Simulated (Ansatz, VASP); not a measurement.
# Two plane-wave programs on Nb

File INCAR:

```
PREC = Accurate ; ENCUT = 520
EDIFF = 1E-6 ; ISMEAR = -1
SIGMA = 0.1 ; LREAL = False
LASPH = True ; NELM = 100
ALGO = Normal ; ISIF = 2
LWAVE = False ; LCHARG = False
GGA = PE ; NBANDS = 12
```

KPOINTS

```
Automatic mesh
0
Gamma
  14 14 14
```

File POSCAR:

```
Nb
1.0
    0.0000000000      2.0818126253      2.0818126253
    2.0818126253      0.0000000000      2.0818126253
    2.0818126253      2.0818126253      0.0000000000
Nb
1
Direct
    0.0000000000      0.0000000000      0.0000000000
```

Input for Ansatz:

```yaml
crystal:
  lattice:
    - [0.0, 2.0818126253, 2.0818126253]
    - [2.0818126253, 0.0, 2.0818126253]
    - [2.0818126253, 2.0818126253, 0.0]
  atoms:
    - { symbol: Nb, position: [0.0, 0.0, 0.0] }
hamiltonian:
  xc: pbe
  pseudopotentials:
    kind: paw
    azcp:
      Nb: "pseudopotentials/Nb.paw.azcp"
basis:
  ecutwfc: 420
  fft_grid_basis: typed
kpoints:
  mp_grid: { grid: [14, 14, 14], shift: [0, 0, 0] }
magnetization:
  spin_polarized: false
scf:
  occupations: { method: fermi_dirac, width: 0.1 }
  lower_state_search: "off"
output:
  stress: true
```

Alike in both runs: task single point; functional PBE; k mesh 14 × 14 × 14; occupations fermi-dirac, width 0.1 eV; no spin polarisation.

|  | VASP | Ansatz |
| --- | --- | --- |
| version | VASP 6.6.1 | Ansatz 0.2.0 |
| potentials or method | VASP PAW PBE potentials, release 64 (Nb_sv) | plane waves (420 eV) with PAW, scalar-relativistic |
| plane-wave cutoff (eV) | 520 | 420 |
| valence electrons in the cell | 13 | 13 |

|  | VASP | Ansatz | Ansatz less VASP |
| --- | --- | --- | --- |
| pressure (GPa) | 6.6 | 6.9 | +0.33 |
